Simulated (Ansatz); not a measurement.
# Electron scattering at the twin(10-12) boundary in hcp Co with Ru (substitutional), part 2 of 3

How much does the twin(10-12) boundary in hcp Co with Ru (substitutional) reflect electrons?

Ansatz 0.2.0; Ansatz plane-wave DFT, PBE, PAW files, collinear spin; relaxation of a bicrystal slab with its lowest layers held; PAW set soft_1 (the session's first sound run).

So far. Step 2 (Relaxing the bicrystal): The largest force component on a free atom ends at 0.0091 eV/Å, under the tolerance of 0.03, after 5 steps.

## Step 3: Transmission across the boundary

Bulk layers of each grain are laid under and over the relaxed boundary, and a lead is named in the middle of each, away from the free faces. The mesh across the current, 12×24, is finer than the density's, because channels open and close sharply across the zone. Energies from -0.1 to 0.1 eV in steps of 0.05 eV are too few for the program's thermal sum, so it prints no conductance; for a metal the transmission near the Fermi level serves, at a fraction of the cost.

This step: Ansatz plane-wave DFT, PBE, PAW files, collinear spin; ballistic transport by layer matching (Landauer), zero bias; boundary relaxed in a short slab, bulk layers laid on; PAW set soft_1 (Ansatz 0.2.0).

System of this step: twin(10-12) boundary in hcp Co with Ru (substitutional). The cell holds 59 atoms: 58 Co and 1 Ru. Cell: a = 5.963 Å, b = 2.505 Å, c = 51.722 Å, α = 90.0°, β = 90.0°, γ = 90.0°. It derives from Co. Regions: lower grain, 24 atoms (24 Co); boundary, 15 atoms (14 Co and 1 Ru); upper grain, 20 atoms (20 Co). Vacuum lies along c.

The input, input.yaml:

```yaml
crystal:
  lattice:
    - [5.9626723849, 0.0, 0.0]
    - [0.0, 2.5054, 0.0]
    - [0.0, 0.0, 51.721735082]
  atoms:
    - { symbol: Co, position: [4.7224164196, -6.5833333333, 0.077336926], spin: 2.0 }
    - { symbol: Co, position: [4.0458645788, -7.0833333334, 0.0965170489], spin: 2.0 }
    - { symbol: Co, position: [4.4575886583, -6.0833333333, 0.1061071103], spin: 2.0 }
    - { symbol: Co, position: [3.7810368174, -6.5833333334, 0.1252872332], spin: 2.0 }
    - { symbol: Co, position: [4.192760897, -5.5833333333, 0.1348772946], spin: 2.0 }
    - { symbol: Co, position: [3.5162090561, -6.0833333334, 0.1540574175], spin: 2.0 }
    - { symbol: Co, position: [3.9279331357, -5.0833333333, 0.1636474789], spin: 2.0 }
    - { symbol: Co, position: [3.2513812948, -5.5833333334, 0.1828276018], spin: 2.0 }
    - { symbol: Co, position: [3.6631053744, -4.5833333333, 0.1924176632], spin: 2.0 }
    - { symbol: Co, position: [2.9865535335, -5.0833333334, 0.211597786], spin: 2.0 }
    - { symbol: Co, position: [3.3982776131, -4.0833333333, 0.2211878475], spin: 2.0 }
    - { symbol: Co, position: [2.7217257722, -4.5833333334, 0.2403679703], spin: 2.0 }
    - { symbol: Co, position: [3.1334498518, -3.5833333333, 0.2499580318], spin: 2.0 }
    - { symbol: Co, position: [2.4568980109, -4.0833333334, 0.2691381546], spin: 2.0 }
    - { symbol: Co, position: [2.8686220905, -3.0833333333, 0.2787282161], spin: 2.0 }
    - { symbol: Co, position: [2.1920702496, -3.5833333334, 0.2979083389], spin: 2.0 }
    - { symbol: Co, position: [2.6037943292, -2.5833333333, 0.3074984003], spin: 2.0 }
    - { symbol: Co, position: [1.9272424883, -3.0833333334, 0.3266785232], spin: 2.0 }
    - { symbol: Co, position: [2.3389665678, -2.0833333333, 0.3362685846], spin: 2.0 }
    - { symbol: Co, position: [1.662414727, -2.5833333334, 0.3554487075], spin: 2.0 }
    - { symbol: Co, position: [2.0741388065, -1.5833333333, 0.3650387689], spin: 2.0 }
    - { symbol: Co, position: [1.3975869657, -2.0833333334, 0.3842188918], spin: 2.0 }
    - { symbol: Co, position: [1.8093110452, -1.0833333333, 0.3938089532], spin: 2.0 }
    - { symbol: Co, position: [1.1327592044, -1.5833333334, 0.4129890761], spin: 2.0 }
    - { symbol: Co, position: [0.5444832839, 0.4166666667, 0.4225791375], spin: 2.0 }
    - { symbol: Co, position: [0.8679314431, 0.9166666667, 0.4417592604], spin: 2.0 }
    - { symbol: Co, position: [0.2784139104, 0.9166666667, 0.4513422293], spin: 2.0 }
    - { symbol: Co, position: [0.5969441636, 0.4166666667, 0.4692618086], spin: 2.0 }
    - { symbol: Co, position: [0.0133815804, 0.4166666667, 0.4794105193], spin: 2.0 }
    - { symbol: Co, position: [0.3385625161, 0.9166666667, 0.4995022909], spin: 2.0 }
    - { symbol: Co, position: [0.7351961404, 0.9166666667, 0.5062187472], spin: 2.0 }
    - { symbol: Ru, position: [0.0696842159, 0.4166666667, 0.5286858362] }
    - { symbol: Co, position: [0.7356032705, 0.9166666667, 0.5512302771], spin: 2.0 }
    - { symbol: Co, position: [0.3390063199, 0.9166666667, 0.5577275098], spin: 2.0 }
    - { symbol: Co, position: [0.0134214884, 0.4166666667, 0.5780783018], spin: 2.0 }
    - { symbol: Co, position: [0.5969737554, 0.4166666667, 0.5881648704], spin: 2.0 }
    - { symbol: Co, position: [0.2784455406, 0.9166666667, 0.6058455957], spin: 2.0 }
    - { symbol: Co, position: [0.8660953943, 0.9166666667, 0.6157084568], spin: 2.0 }
    - { symbol: Co, position: [0.5436959128, 0.4166666667, 0.6350338825], spin: 2.0 }
    - { symbol: Co, position: [1.1314474944, -1.5833333334, 0.6445512925], spin: 2.0 }
    - { symbol: Co, position: [1.8079993352, -1.0833333333, 0.6637314154], spin: 2.0 }
    - { symbol: Co, position: [1.3962752557, -2.0833333334, 0.6733214768], spin: 2.0 }
    - { symbol: Co, position: [2.0728270966, -1.5833333333, 0.6925015997], spin: 2.0 }
    - { symbol: Co, position: [1.661103017, -2.5833333334, 0.7020916611], spin: 2.0 }
    - { symbol: Co, position: [2.3376548579, -2.0833333333, 0.7212717839], spin: 2.0 }
    - { symbol: Co, position: [1.9259307783, -3.0833333334, 0.7308618454], spin: 2.0 }
    - { symbol: Co, position: [2.6024826192, -2.5833333333, 0.7500419682], spin: 2.0 }
    - { symbol: Co, position: [2.1907585396, -3.5833333334, 0.7596320297], spin: 2.0 }
    - { symbol: Co, position: [2.8673103805, -3.0833333333, 0.7788121525], spin: 2.0 }
    - { symbol: Co, position: [2.4555863009, -4.0833333334, 0.788402214], spin: 2.0 }
    - { symbol: Co, position: [3.1321381418, -3.5833333333, 0.8075823368], spin: 2.0 }
    - { symbol: Co, position: [2.7204140622, -4.5833333334, 0.8171723982], spin: 2.0 }
    - { symbol: Co, position: [3.3969659031, -4.0833333333, 0.8363525211], spin: 2.0 }
    - { symbol: Co, position: [2.9852418235, -5.0833333334, 0.8459425825], spin: 2.0 }
    - { symbol: Co, position: [3.6617936644, -4.5833333333, 0.8651227054], spin: 2.0 }
    - { symbol: Co, position: [3.2500695848, -5.5833333334, 0.8747127668], spin: 2.0 }
    - { symbol: Co, position: [3.9266214257, -5.0833333333, 0.8938928897], spin: 2.0 }
    - { symbol: Co, position: [3.5148973462, -6.0833333334, 0.9034829511], spin: 2.0 }
    - { symbol: Co, position: [4.191449187, -5.5833333333, 0.922663074], spin: 2.0 }
magnetization:
  spin_polarized: true
kpoints:
  mp_grid: { grid: [5, 10, 1] }
hamiltonian:
  xc: pbe
  pseudopotentials: { kind: paw, azcp: { folder: soft_1 } }
scf:
  occupations: { method: fermi_dirac, width: 0.1 }
output:
  transmission:
    leads: [[14, 16], [45, 47]]
    kmesh: [12, 24]
    e_range: [-0.1, 0.1]
    de: 0.05
  write_potential: true
  write_density: true
  volumetric_format: npy
  elf: true
```

On the command line:

```sh
ansatz run input.yaml --threads 8 --pin off --max-ram 15360MiB --backend cpu --events-out ev --progress --plain --runs-dir out
```

Numbers of over 12 decimals in the logs are rounded to 6 here.

What it wrote:

```text
[...]
Crystal: 59 atoms, lattice volume = 772.665 Å³
Basis set: ecut = 420 eV, 14951 PW (Γ)
Bands: 671, of which v1, the nominal top of the filled ones, is band 501 counted from 1 (500 counted from 0)
Symmetry: 2 space group operations
[...]
k-points: 18 of 50 (time reversal used)
[...]
Starting moments: Σ|m| = 116 μB on 58 of 59 sites
[...]
SCF iter   1: F=—  HF=-303170.221128 eV  |F-HF|=—  |Δ(HF+E_count)|=         —  Δρ=5.47e-2 (↑4.35e-2 ↓5.47e-2)  dr2=1.62e2  dr2_m=3.82e0  M=100.712 μB ∫|m|=105.167 μB  β_m=0.30  ethr=3.10e-3  ⟨swp⟩=6.1  Hψ=89259  notcnv=0  defer=2605
[...]
SCF iter  18: F=-303190.019909 eV  HF=-303190.019910 eV  |F-HF|=2.43e-8  |Δ(HF+E_count)|=   2.84e-8  Δρ=1.37e-6 (↑7.05e-7 ↓1.37e-6)  dr2=2.64e-8  dr2_m=2.41e-9  M=96.455 μB ∫|m|=105.682 μB  ethr=9.98e-12  ⟨swp⟩=10.1  Hψ=119529  notcnv=0
SCF 1 converged in 18 iterations: F = -303190.019909 eV  dr2 = 2.64e-8
[...]
transmission: 704 of 6916 steps passed
transmission: 1400 of 6916 steps passed
[...]
transmission: 6916 of 6916 steps passed
WARN: The input density's exchange-correlation potential varies sharply where the density is thin. Do not read a vacuum level from v_tot or v_xc, or from such a field of the output density. On a cell that repeats whose density bears no net charge and no dipole along the vacuum's axis use v_es (v_loc + v_h of the components); under efield.dipole_correction with no amplitude use v_es + v_field, which holds any external [...]
some or all of what a close reads of its open shells is tried by no SCF: some or all of their fillings by name were not asked, since the model of its bands would take too long in so large a cell. Whether a lower state lies along it is not known (a run that goes on reads the state that it goes on from)
SCF converged after 18 iterations
the last check of whether an eigenvalue changes by more than its tolerance under the output density was not made (no_room)
Magnetization: 96.4549 μB (549.2274 up, 452.7726 down)
Absolute magnetization: 105.7805 μB (∫|ρ↑−ρ↓|, with the PAW one-centre terms)
[...]
Per-site moments (μB) at R_I (Å): [(1.899116, 1.033141), (1.857761, 1.033141), (1.809259, 1.033141), (1.751481, 1.033141), (1.699218, 1.033141), (1.724848, 1.033141), (1.717926, 1.033141), (1.714248, 1.033141), (1.716834, 1.033141), (1.715046, 1.033141), (1.715179, 1.033141), (1.718261, 1.033141), (1.714284, 1.033141), (1.715957, 1.033141), (1.717735, 1.033141), (1.715610, 1.033141), (1.714757, 1.033141), (1.716031,  [...]
Free energy (F): -303190.019909 eV
[...]
Internal energy: -303188.021399 eV  (E = F + TS)
E sigma→0 (E₀):  -303189.020654 eV
Entropy (-TS):   -1.998510 eV (-33.873 meV/atom)
Fermi energy:    14.958787 eV
[...]
--- Band table (eV; the first three rows and the last of 36) ---
  k-point 0 ↑: bands = [... 497 lower, 13.8085, 13.8173, 13.8439, 13.8554, 13.8728, 13.8741, 13.8784, 13.8947, ... 166 higher]
  k-point 1 ↑: bands = [... 497 lower, 13.8294, 13.8481, 13.8721, 13.8984, 13.9025, 13.9070, 13.9119, 13.9139, ... 166 higher]
  k-point 2 ↑: bands = [... 497 lower, 13.8286, 13.8592, 13.8700, 13.8761, 13.8947, 13.9118, 13.9140, 13.9346, ... 166 higher]
  k-point 17 ↓: bands = [... 497 lower, 16.1707, 16.1744, 16.1868, 16.1868, 16.1968, 16.2036, 16.2061, 16.2066, ... 166 higher]
--- Transmission ---
  basis      : 127 plane waves across, 38 finite elements along
  points     : 91, standing for a mesh of 12 x 24
  energies   : 5 from -0.100000 to 0.100000 eV about the Fermi level, 0.050000 eV apart; the leads are filled to 0.000000 eV, and channels, transmission and decay are at 0.000000 eV
  crystal 0  : Co4, at the sites [14, 16], period 2.9761 Å, over 20.09 Å; its Hamiltonian steps by up to 17.4 meV
    offset         : up to 0.0000 Å between an atom of the period and one for which it stands
    channels       : 1.770833e0 up, 3.170139e0 down
    conductance    : none, the energies end too early or step too widely for 300 K: set another output.transmission.e_range or a lower de, or, where they end at an eighth of basis.ecutwfc, a higher one
    slowest decay  : 0.1072 /Å at (0.2500, 0.4583)
[...]
channels       : 1.770833e0 up, 3.170139e0 down
[...]
slowest decay  : 0.1073 /Å at (0.2500, 0.4583)
  junction   : crystal 0 to crystal 1, 13.97 to 37.35 Å
    transmission   : 1.109461e0 up, 1.507779e0 down
[...]
```

Run time: 53 min. Hardware: 8 threads of Arm Neoverse V1, shared host; peak memory 10 GiB; 6.6 h of CPU time.

The column dr2 measures how far the density is from self-consistency, as an energy; F and HF (Harris–Foulkes) agree once it is small.

Numbers from this step:

* free energy: -303190.0199 eV
* energy at zero smearing: -303189.0207 eV
* Fermi energy: 14.96 eV
* magnetization: 96.45 μB
* absolute magnetization: 105.8 μB
* cell area: 14.94 Å²
* transmission, spin up: 1.109
* transmission, spin down: 1.508
* open channels, spin up: 1.771
* open channels, upper lead, spin up: 1.771
* open channels, spin down: 3.170
* open channels, upper lead, spin down: 3.170
* step of the lead's potential: 17.4 meV
* step of the upper lead's potential: 17.4 meV

Per spin. The transmission, zone mean by energy, zero at the Fermi level:

```csv
energy (eV),T up,T down
-0.1000,1.08,1.44
-0.0500,1.08,1.45
0.0000,1.11,1.51
0.0500,1.12,1.54
0.1000,1.13,1.64
```

Per spin. The open channels, zone mean by energy, zero at the Fermi level:

```csv
energy (eV),lead up,upper lead up,lead down,upper lead down
-0.1000,1.74,1.74,3.11,3.12
-0.0500,1.76,1.76,3.14,3.14
0.0000,1.77,1.77,3.17,3.17
0.0500,1.77,1.77,3.19,3.19
0.1000,1.81,1.81,3.25,3.25
```

Transmission over k1 and k2. At 0.0000 eV from the Fermi level, spin up.

Ten even steps from '_' (0.00) to '@' (1.99):
```
________________________
%%%%##++__________++##%%
%%####**##==++==##**####
**######%%--++--%%######
**##%%@@@@**==**@@@@%%##
++**%%@@%%##==##%%@@%%**
++++**##############**++
==----==****##****==----
--::::--==++++++==--::::
++++****++++++++++****++
##%%%%%%@@######@@%%%%%%
%%%%%%%%@@%%##%%@@%%%%%%
##%%%%%%@@######@@%%%%%%
++++****++++++++++****++
--::::--==++++++==--::::
==----==****##****==----
++++**##############**++
++**%%@@%%##==##%%@@%%**
**##%%@@@@**==**@@@@%%##
**######%%--++--%%######
%%####**##==++==##**####
%%%%##++__________++##%%
________________________
________________________
```
Columns: k1 (b1) from -0.5 to 0.417; rows upwards: k2 (b2) from -0.5 to 0.458.

Open channels over k1 and k2. At 0.0000 eV from the Fermi level, spin up.

Ten even steps from '_' (0.00) to '@' (4.00):
```
________________________
++++++++::::::::::++++++
++++++++++::::::++++++++
++++++++++::::::++++++++
++++++++++++::++++++++++
++++++++++++::++++++++++
++++++++++++##++++++++++
++++++++++++##++++++++++
++++++++++######++++++++
++++++++++######++++++++
++++++++##########++++++
++++++++####@@####++++++
++++++++##########++++++
++++++++++######++++++++
++++++++++######++++++++
++++++++++++##++++++++++
++++++++++++##++++++++++
++++++++++++::++++++++++
++++++++++++::++++++++++
++++++++++::::::++++++++
++++++++++::::::++++++++
++++++++::::::::::++++++
________________________
________________________
```
Columns: k1 (b1) from -0.5 to 0.417; rows upwards: k2 (b2) from -0.5 to 0.458.

Transmission over k1 and k2. At 0.0000 eV from the Fermi level, spin down.

Ten even steps from '0' (0.37) to '9' (4.88):
```
112402520421
100241314200
110010001001
111122322111
111123332111
111032323011
101222222210
012331113321
023321112332
543332123334
964531113546
997641114679
964531113546
543332123334
023321112332
012331113321
101222222210
111032323011
111123332111
111122322111
110010001001
100241314200
112402520421
114312721341
```
Columns: k1 (b1) from -0.5 to 0.417; rows upwards: k2 (b2) from -0.5 to 0.458.

Open channels over k1 and k2. At 0.0000 eV from the Fermi level, spin down.

Ten even steps from '_' (2.00) to '@' (8.00):
```
____..--__--**--__--..__
______..--..--..--..____
________________________
________..........______
________..........______
________....--....______
__......----..----......
__..------......------..
__--------......--------
----------......--------
@@++--++++......++++--++
@@**++++++......++++++**
@@++--++++......++++--++
----------......--------
__--------......--------
__..------......------..
__......----..----......
________....--....______
________..........______
________..........______
________________________
______..--..--..--..____
____..--__--**--__--..__
____----__--**--__----__
```
Columns: k1 (b1) from -0.5 to 0.417; rows upwards: k2 (b2) from -0.5 to 0.458.

(Continued in part 3 of 3.)

[Logs are printed without paths, hosts, clocks, repeated set-up lines and the standing remarks that a program may print on its own settings, such as how far it seeks lower states.]

[Hosts, paths, dates, database ids (printed as entryN), source tags and the programs' standing remarks are cut or masked in the printed files.]
